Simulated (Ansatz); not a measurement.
Al2O3 (Corundum):

```
Al O
1.0
     2.38025    1.37424    4.33187
    -2.38025    1.37424    4.33187
     0.00000   -2.74848    4.33187
Al O
4 6
Direct
  0.85216 0.85216 0.85216
  0.64784 0.64784 0.64784
  0.14784 0.14784 0.14784
  0.35216 0.35216 0.35216
  0.05668 0.75000 0.44332
  0.75000 0.44332 0.05668
  0.44332 0.05668 0.75000
  0.94332 0.25000 0.55668
  0.25000 0.55668 0.94332
  0.55668 0.94332 0.25000
```

| Item | Value |
| --- | --- |
| Program | Ansatz 0.2.0 |
| Task | relaxation of cell and atoms |
| Functional | BLYP |
| Potentials or basis | Ansatz PAW |
| Cutoff | 420 eV (not typed: the program's choice for these potentials) |
| k mesh | 7 × 7 × 7 |
| Occupations | fermi-dirac, width 0.05 eV |
| Spin | no spin polarisation |

At the start: volume 8.50 Å³/atom.

Question: How do energy, volume and symmetry change on relaxing?

Answer: It ends after 9 steps and the volume is 8.90 Å³/atom (+4.7 %); space group R-3c (No. 167, to 0.05 Å).

The path:
| step | energy change (eV) | largest force (eV/Å) | volume (Å³) |
| --- | --- | --- | --- |
| 1 | 0.0000 | 0.0372 | 85.02 |
| 2 | -0.0789 | 0.0574 | 86.70 |
| 3 | -0.1057 | 0.0520 | 88.70 |
| 4 | -0.1054 | 0.0242 | 88.83 |
| 5 | -0.1055 | 0.0182 | 88.82 |
| 6 | -0.1056 | 0.0004 | 88.81 |
| 7 | -0.1365 | 0.0025 | 88.81 |
| 8 | -0.1355 | 0.0002 | 89.02 |
| 9 | -0.1369 | 0.0002 | 89.02 |

Final structure:
```
CELL_PARAMETERS angstrom
2.41645 1.39514 4.40105
-2.41645 1.39514 4.40105
0.00000 -2.79028 4.40105
ATOMIC_POSITIONS crystal
Al 0.85248 0.85248 0.85248
Al 0.64752 0.64752 0.64752
Al 0.14752 0.14752 0.14752
Al 0.35248 0.35248 0.35248
O 0.05646 0.75000 0.44354
O 0.75000 0.44354 0.05646
O 0.44354 0.05646 0.75000
O 0.94354 0.25000 0.55646
O 0.25000 0.55646 0.94354
O 0.55646 0.94354 0.25000
```

Caveat: the plane-wave basis is chosen anew once the cell has moved, so the energies of steps on either side of that aren't comparable; the pressure holds a Pulay correction of +1.0 GPa for the finite cutoff; the PAW data sets come from PBE, with cores solved anew for the run's functional, which leaves a small shift of forces and pressure.
